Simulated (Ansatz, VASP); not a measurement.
Cu: VASP beside Ansatz

The input INCAR:

```
SYSTEM = Cu
PREC = Accurate ; ENCUT = 520
EDIFF = 1E-6 ; ISMEAR = 0
SIGMA = 0.15 ; LREAL = .FALSE.
LASPH = .TRUE. ; NELM = 80
ALGO = Fast ; ISIF = 2
LWAVE = .FALSE. ; LCHARG = .FALSE.
NBANDS = 18
```

Contents of KPOINTS:

```
regular mesh
0
G
  21 21 12
  0 0 0
```

Contents of POSCAR:

```
Cu
1.0
    2.5340966698      0.0000000000      0.0000000000
   -1.2670483349      2.1945920917      0.0000000000
    0.0000000000      0.0000000000      4.0303195800
Cu
2
Direct
    0.3333333333      0.6666666667      0.2500000000
    0.6666666667      0.3333333333      0.7500000000
```

Input for Ansatz:

```yaml
crystal:
  lattice:
    - [2.5340966698, 0.0, 0.0]
    - [-1.2670483349, 2.1945920917, 0.0]
    - [0.0, 0.0, 4.03031958]
  atoms:
    - { symbol: Cu, position: [0.3333333333, 0.6666666667, 0.25] }
    - { symbol: Cu, position: [0.6666666667, 0.3333333333, 0.75] }
basis:
  ecutwfc: 420
kpoints:
  mp_grid: { grid: [21, 21, 12] }
hamiltonian:
  xc: lda
scf:
  occupations: { method: gaussian, width: 0.15 }
output:
  forces: true
  stress: true
  eigenvalues: true
```

Change from the starting cell: strain -0.0200 x Voigt [0, 0, 1, 0, 0, 0], atoms carried along.

Alike in both runs: task single point; functional LDA; k mesh 21 × 21 × 12; occupations gaussian, width 0.15 eV; no spin polarisation.

|  | VASP | Ansatz |
| --- | --- | --- |
| version | VASP 6.6.1 | Ansatz 0.2.0 |
| potentials or method | VASP PAW LDA potentials, release 64 (Cu) | scalar-relativistic, plane waves, PAW |
| plane-wave cutoff (eV) | 520 | 420 |
| valence electrons in the cell | 22 | 38 |

Ansatz gave:

- gap on the k mesh at the Fermi level (eV): none
- pressure (GPa): -4.8
- largest component of the traceless stress (GPa): 4.17

Which values does VASP return?

gap on the k mesh at the Fermi level (eV): none; pressure (GPa): -4.1; largest component of the traceless stress (GPa): 4.10.

A gap of «none» marks a metal or a gap that the smearing closes. The two sets of potentials don't hold the same shells in valence.
